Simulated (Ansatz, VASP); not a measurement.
# Bi: VASP and Ansatz over several settings

```xyz
1
Lattice="-1.9681 1.9681 1.9681 1.9681 -1.9681 1.9681 1.9681 1.9681 -1.9681" Properties=species:S:1:pos:R:3 pbc="T T T"
Bi    0.0000    0.0000    0.0000
```

Change from the starting cell: volume scaled by 0.98.

Single points on this cell with VASP 6.6.1 and Ansatz 0.2.0. Each row is one pair of runs. Alike in all rows: spin: off; k mesh: 9 × 9 × 9; smearing: fermi-dirac, width 0.05 eV; VASP's potentials, cutoff: VASP PAW PBE potentials, release 64 (Bi_d), 520 eV.

```csv
level,"Ansatz's potentials, cutoff","gap on the k mesh at the Fermi level (eV), VASP","gap on the k mesh at the Fermi level (eV), Ansatz","pressure (GPa), VASP","pressure (GPa), Ansatz"
PBE,"Ansatz PAW, 420 eV",none,none,2.0,2.1
PBE,"JTH PAW, 1800 eV",none,none,2.0,2.1
PBE,"Ansatz PAW earlier set, 600 eV",none,none,2.0,2.1
PBE,"PseudoDojo stringent (PBE files), 1197 eV",none,none,2.0,2.1
r2SCAN,"Ansatz PAW, 500 eV",none,none,1.2,1.3
PBEsol,"Ansatz PAW, 420 eV",?,none,?,-0.9
```

Q: Fill in what VASP gave in row 6.

A: gap on the k mesh at the Fermi level (eV): none; pressure (GPa): -1.0.

A gap of «none» marks a metal or a gap that the smearing closes.

Caveats: spin-orbit coupling is left out, which moves the levels of the heavy elements (some rows); the PAW data sets were made with another functional, which shifts forces and pressure a little (VASP); the PAW data sets come from PBE, with cores solved anew for the run's functional, which leaves a small shift of forces and pressure (Ansatz).
